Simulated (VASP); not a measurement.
Wanted: the native input for a VASP 6.6.1 run.

```yaml
Task: band structure
Functional: PBE0
Potentials_or_basis: VASP PAW PBE potentials, release 64 (C)
Cutoff: 520 eV
k_mesh: 8 × 8 × 6
Occupations: gaussian, width 0.02 eV
Spin: no spin polarisation
Ladder: gaps
Grid_for_exact_exchange_PRECFOCK: Fast
Exchange_at_q_=_0: truncated
Further_INCAR_settings: ALGO = Normal; EDIFF = 1e-06
```

C:

```
CELL_PARAMETERS angstrom
2.12732 -1.22828 0.00000
2.12732 1.22828 0.00000
-1.37907 0.00000 3.50283
ATOMIC_POSITIONS crystal
C 0.16664 0.16664 0.99991
C 0.83336 0.83336 0.00009
```

This is a stacking variant of graphite.

The input as run:

POSCAR

```
C
1.0
    2.1273203072     -1.2282824400      0.0000000000
    2.1273203072      1.2282824400      0.0000000000
   -1.3790696309      0.0000000000      3.5028300786
C
2
Direct
    0.1666444700      0.1666444700      0.9999069600
    0.8333555300      0.8333555300      0.0000930400
```

INCAR.step1

```
SYSTEM = C
PREC     = Accurate       ! precision mode
ENCUT    = 520            ! plane-wave cutoff, eV
EDIFF    = 1E-5           ! SCF threshold, eV
ISMEAR   = 0              ! smearing method
SIGMA    = 0.02           ! smearing width, eV
LREAL    = .FALSE.        ! projectors in reciprocal space
LASPH    = .TRUE.         ! aspherical terms in the spheres
NELM     = 100            ! most SCF steps
ALGO     = Normal         ! electronic algorithm
ISIF     = 2              ! what is computed and relaxed
LWAVE    = .TRUE.         ! write WAVECAR
LCHARG   = .FALSE.        ! write CHGCAR
GGA      = PE             ! functional
KPAR     = 4
```

INCAR.step2

```
SYSTEM = C
PREC     = Accurate       ! precision mode
ENCUT    = 520            ! plane-wave cutoff, eV
EDIFF    = 1E-6           ! SCF threshold, eV
ISMEAR   = 0              ! smearing method
SIGMA    = 0.02           ! smearing width, eV
LREAL    = .FALSE.        ! projectors in reciprocal space
LASPH    = .TRUE.         ! aspherical terms in the spheres
NELM     = 100            ! most SCF steps
ALGO     = Normal         ! electronic algorithm
ISIF     = 2              ! what is computed and relaxed
LWAVE    = .FALSE.        ! write WAVECAR
LCHARG   = .FALSE.        ! write CHGCAR
GGA      = PE             ! functional
LHFCALC  = .TRUE.         ! exact exchange
AEXX     = 0.25           ! exact-exchange fraction
PRECFOCK = Fast         
HFRCUT   = -1           
ISTART   = 1            
KPAR     = 4
```

KPOINTS

```
regular mesh
0
G
  8 8 6
  0 0 0
```

KPOINTS_OPT

```
path GYFLI,I1ZF1,YX1,XGN,MG
10
line-mode
reciprocal
 0.0000000000  0.0000000000  0.0000000000  G
 0.5000000000  0.5000000000 -1.0000000000  Y

 0.5000000000  0.5000000000 -1.0000000000  Y
 0.4123194886  0.4123194886 -1.1190266490  F

 0.4123194886  0.4123194886 -1.1190266490  F
 0.5000000000  0.5000000000 -0.5000000000  L

 0.5000000000  0.5000000000 -0.5000000000  L
 0.6935932999  0.3064067001 -0.5000000000  I

 0.3064067001 -0.3064067001  0.5000000000  I1
 0.0000000000  0.0000000000  0.5000000000  Z

 0.0000000000  0.0000000000  0.5000000000  Z
 0.5876805114  0.5876805114  0.1190266490  F1

 0.5000000000  0.5000000000 -1.0000000000  Y
 0.6104897536  0.3895102464 -1.0000000000  X1

 0.3895102464 -0.3895102464  0.0000000000  X
 0.0000000000  0.0000000000  0.0000000000  G

 0.0000000000  0.0000000000  0.0000000000  G
 0.5000000000  0.0000000000 -0.5000000000  N

 0.5000000000  0.0000000000  0.0000000000  M
 0.0000000000  0.0000000000  0.0000000000  G
```

Potentials or basis: VASP PAW PBE potentials, release 64 (C).

Command:

```sh
$ cat potpaw_PBE.64/C/POTCAR > POTCAR
$ cp INCAR.step1 INCAR
$ mpirun -np 4 vasp_std > vasp.out
$ cp INCAR.step2 INCAR
$ mpirun -np 4 vasp_std > vasp.out
```

Results of the run:

The pressure is -1.5 GPa. The largest force is 0.009 eV/Å and the band gap along the path is 0.76 eV, direct.

Caveat: the PAW data sets were made with another functional, which shifts forces and pressure a little; this functional lacks dispersion, which binds the layers, so the pressure and a relaxed spacing across them are unreliable.

Wall time 3.9 min on 4 MPI ranks on Intel(R) Xeon(R) 6975P-C (Granite Rapids), with other jobs on the host, peak memory 0.18 GiB a rank.
